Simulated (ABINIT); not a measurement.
# Ga2O3 (C2/m) in ABINIT: reference runs

How does Ga2O3 come out in PBE? The cell is run as given.

Program: ABINIT 10.8.3 (patched build). These are calculated values, not measurements. Logs are shortened: lines on timing, memory, paths and dates and some standing lists are left out, and cuts for length are marked. The log counts tension as positive stress, the text compression.

**1. The structure**

Symmetry: C2/m, No. 12, monoclinic system. Conventional cell: a = 12.214 Å, b = 3.037 Å, c = 5.798 Å, α = 90.00°, β = 103.83°, γ = 90.00°. Ga (site symmetry m) is surrounded by 6 O at 1.94 to 2.07 Å. Ga (site symmetry m) has 4 O at 1.83 to 1.86 Å as nearest neighbours. Around O (site symmetry m) lie 3 Ga at 1.83 to 1.94 Å. O (site symmetry m) has 4 Ga at 1.86 to 2.07 Å as nearest neighbours. O (site symmetry m) has 3 Ga at 1.83 to 1.94 Å as nearest neighbours.

**2. Single point, PBE**

run.abi reads:

```
# Pseudopotentials
pp_dirpath "./"
pseudos "Ga.GGA_PBE-JTH.xml, O.GGA_PBE-JTH.xml"

# Structure
acell 6.29296775 6.29296775 5.7981 Angstrom
rprim
     0.9704483231    -0.2413090390     0.0000000000
     0.9704483231     0.2413090390     0.0000000000
    -0.2390419096     0.0000000000     0.9710092510
ntypat 2
znucl 31 8
natom 10
typat 1 1 1 1 2 2 2 2 2 2
xred
     0.3413400000     0.3413400000     0.6859800000
     0.6586600000     0.6586600000     0.3140200000
     0.9095000000     0.9095000000     0.2054000000
     0.0905000000     0.0905000000     0.7946000000
     0.5041000000     0.5041000000     0.7434000000
     0.4959000000     0.4959000000     0.2566000000
     0.8267000000     0.8267000000     0.4368000000
     0.1733000000     0.1733000000     0.5632000000
     0.8355000000     0.8355000000     0.8902000000
     0.1645000000     0.1645000000     0.1098000000
chkprim 0
chksymtnons 0
tolsym 1.0e-6

# Plane-wave basis
ecut 23.0
pawecutdg 45.0
pawxcdev 0

# k points
kptopt 1
ngkpt 9 9 5
nshiftk 1
shiftk 0.0 0.0 0.0

# Exchange and correlation
ixc 11

# Bands and occupations
nband 53
occopt 3
tsmear 0.00183747

# SCF cycle
nstep 100
tolvrs 1.0e-9

# Output
iomode 3
prtwf 0
prtden 0
prteig 0
prtebands 0
enunit 1
```

Potentials or basis: JTH PAW PBE v2.0.

On the command line:

```sh
> abinit run.abi > log 2>&1
```

run.abo:

```text
.Version 10.8.3 of ABINIT
 Symmetries : space group C2/m (# 12); Bravais mC (1-face-center monocl.)
================================================================================
 Values of the parameters that define the memory need of the present run
     intxc =       0    ionmov =       0      iscf =      17    lmnmax =      18
     lnmax =       6     mgfft =      54  mpssoang =       3    mqgrid =    3213
     natom =      10  nloc_mem =       2    nspden =       1   nspinor =       1
    nsppol =       1      nsym =       4    n1xccc =       1    ntypat =       2
    occopt =       3   xclevel =       2
       mpw =        3731          nfft =      139968          nkpt =         115
 PAW method is used; the additional fine FFT grid is defined by:
   mgfftf=        72    nfftf =    373248
================================================================================
================================================================================

--------------------------------------------------------------------------------
------------- Echo of variables that govern the present computation ------------
--------------------------------------------------------------------------------
 -outvars: echo values of preprocessed input variables --------
            acell      1.1891985567E+01  1.1891985567E+01  1.0956821051E+01 Bohr
              amu      6.97230000E+01  1.59994000E+01
          chkprim           0
      chksymtnons           0
             ecut      2.30000000E+01 Hartree
           enunit           1
                       outvar_i_n : Printing only first  50 k-points.
              ixc          11
                       outvar_i_n : Printing only first  50 k-points.
         kptrlatt        9    0    0      0    9    0      0    0    5
          kptrlen      5.16535850E+01
            natom          10
            nband          53
            ngfft          54      54      48
          ngfftdg          72      72      72
             nkpt         115
            nstep         100
             nsym           4
           ntypat           2
                       prtocc : prtvol=0, do not print more k-points.
           occopt           3
        pawecutdg      4.50000000E+01 Hartree
         pawxcdev           0
           prtden           0
        prtebands           0
           prteig           0
            prtwf           0
            rprim      9.7044832310E-01 -2.4130903900E-01  0.0000000000E+00
                       9.7044832310E-01  2.4130903900E-01  0.0000000000E+00
                      -2.3904190960E-01  0.0000000000E+00  9.7100925100E-01
          spgroup          12
           tolsym      1.00000000E-06
           tolvrs      1.00000000E-09
           tsmear      1.83747000E-03 Hartree
            typat      1  1  1  1  2  2  2  2  2  2
           useylm           1
[... 266 lines left out ...]
kinetic             :  6.58275685135348E+01
hartree             :  1.11542940519424E+02
xc                  : -2.42291806395690E+01
Ewald energy        : -2.72855396498437E+02
psp_core            :  1.52382028783056E+01
local_psp           : -3.15305176832130E+02
PAW spherical_terms :  6.37575753588742E+00
internal            : -4.13405284522984E+02
'-kT*entropy'       : -1.61460257979321E-13
total_energy        : -4.13405284522985E+02
total_energy_eV     : -1.12493308732846E+04
...

--- !EnergyTermsDC
iteration_state     : {dtset: 1, }
comment             : '"Double-counting" decomposition of free energy'
band_energy         : -1.60851677654174E+01
Ewald energy        : -2.72855396498437E+02
psp_core            :  1.52382028783056E+01
xc_dc               : -1.04490027586409E+02
PAW spherical_terms : -3.52128941408106E+01
internal            : -4.13405283112769E+02
'-kT*entropy'       : -1.61460257979321E-13
total_energy_dc     : -4.13405283112769E+02
total_energy_dc_eV  : -1.12493308349107E+04
...

--- !EnergyTermsWithPAWCore
iteration_state     : {dtset: 1, }
comment             : 'Components of total free energy, including PAW core contributions'
Total energy        : -8.22794330043434E+03
Total energy DC     : -8.22794329902412E+03
Total energy (eV)   : -2.23893743158150E+05
Total energy DC (eV): -2.23893743119777E+05
...

 Cartesian components of stress tensor (hartree/bohr^3)
  sigma(1 1)= -3.34672436E-04  sigma(3 2)=  0.00000000E+00
  sigma(2 2)= -3.70470284E-04  sigma(3 1)= -5.66186188E-06
  sigma(3 3)= -3.26247255E-04  sigma(2 1)=  0.00000000E+00

-Cartesian components of stress tensor (GPa)         [Pressure=  1.0115E+01 GPa]
- sigma(1 1)= -9.84640303E+00  sigma(3 2)=  0.00000000E+00
- sigma(2 2)= -1.08996120E+01  sigma(3 1)= -1.66577728E-01
- sigma(3 3)= -9.59852563E+00  sigma(2 1)=  0.00000000E+00

== END DATASET(S) ==============================================================
================================================================================

 -outvars: echo values of variables after computation  --------
            acell      1.1891985567E+01  1.1891985567E+01  1.0956821051E+01 Bohr
           etotal     -4.1340528311E+02
            fcart      4.3394811616E-04  6.1580301508E-19 -1.7381410916E-03
                      -4.3394811616E-04  5.6169304217E-19  1.7381410916E-03
                      -2.3709553867E-03  5.8919975657E-19 -1.1784117513E-03
                       2.3709553867E-03  5.8829630068E-19  1.1784117513E-03
                      -3.9941580882E-03 -1.3255537746E-18 -1.3036701843E-03
                       3.9941580882E-03 -2.1754137873E-18  1.3036701843E-03
                      -4.2375280420E-05  5.8929670814E-19  1.6802710807E-03
                       4.2375280420E-05  5.8819934911E-19 -1.6802710807E-03
                      -4.3357021962E-03 -1.1095558158E-18  1.1305820499E-03
                       4.3357021962E-03  1.0780352059E-18 -1.1305820499E-03
            rprim      9.7044832310E-01 -2.4130903900E-01  0.0000000000E+00
                       9.7044832310E-01  2.4130903900E-01  0.0000000000E+00
                      -2.3904190960E-01  0.0000000000E+00  9.7100925100E-01
           strten     -3.3467243648E-04 -3.7047028354E-04 -3.2624725509E-04
                       0.0000000000E+00 -5.6618618795E-06  0.0000000000E+00
           xangst      3.2183660973E+00  1.7590372532E-18  3.8620733942E+00
                       7.6096450073E+00 -4.2622022738E-17  1.7679353440E+00
                       1.0823950881E+01 -7.2824513558E-17  1.1564037948E+00
                       4.0602232534E-03 -1.0186701284E-17  4.4736049434E+00
                       5.1267332550E+00 -3.3083350984E-17  4.1853484960E+00
                       5.7012778496E+00  5.0970837824E-17  1.4446602422E+00
                       9.4919138507E+00  1.0009953457E-17  2.4591878169E+00
                       1.3360972539E+00 -4.8954598102E-18  3.1708209214E+00
                       8.9709896853E+00 -9.9641648483E-17  5.0118337788E+00
                       1.8570214193E+00  1.1515939995E-17  6.1817495946E-01
             xred      3.4134000000E-01  3.4134000000E-01  6.8598000000E-01
                       6.5866000000E-01  6.5866000000E-01  3.1402000000E-01
                       9.0950000000E-01  9.0950000000E-01  2.0540000000E-01
                       9.0500000000E-02  9.0500000000E-02  7.9460000000E-01
                       5.0410000000E-01  5.0410000000E-01  7.4340000000E-01
                       4.9590000000E-01  4.9590000000E-01  2.5660000000E-01
                       8.2670000000E-01  8.2670000000E-01  4.3680000000E-01
                       1.7330000000E-01  1.7330000000E-01  5.6320000000E-01
                       8.3550000000E-01  8.3550000000E-01  8.9020000000E-01
                       1.6450000000E-01  1.6450000000E-01  1.0980000000E-01
 Calculation completed.
```

Wall time 35 min (1 thread of Intel Xeon Platinum 8488C (Sapphire Rapids), shared host); peak memory 0.71 GiB.

Results:

```yaml
Free_energy: -11249.3308 eV
Pressure: 10.1 GPa
Largest_force: 0.230 eV/Å
Band_gap_on_the_k_mesh: 2.43 eV, indirect (least direct gap 2.44 eV)
```

Forces on the atoms (eV/Å):
```
Ga   0.022  0.000 -0.089
Ga  -0.022  0.000  0.089
Ga  -0.122  0.000 -0.061
Ga   0.122  0.000  0.061
O   -0.205  0.000 -0.067
O    0.205  0.000  0.067
O   -0.002  0.000  0.086
O    0.002  0.000 -0.086
O   -0.223  0.000  0.058
O    0.223  0.000 -0.058
```

Stress tensor (GPa, compression positive):
```
 9.85  0.00  0.17
 0.00 10.90  0.00
 0.17  0.00  9.60
```

Caveat: an odd mesh through Γ misses points on the zone boundary, where band edges often lie; the atomic spheres overlap. A hybrid or GW would open this gap; PBE tends to underestimate it.
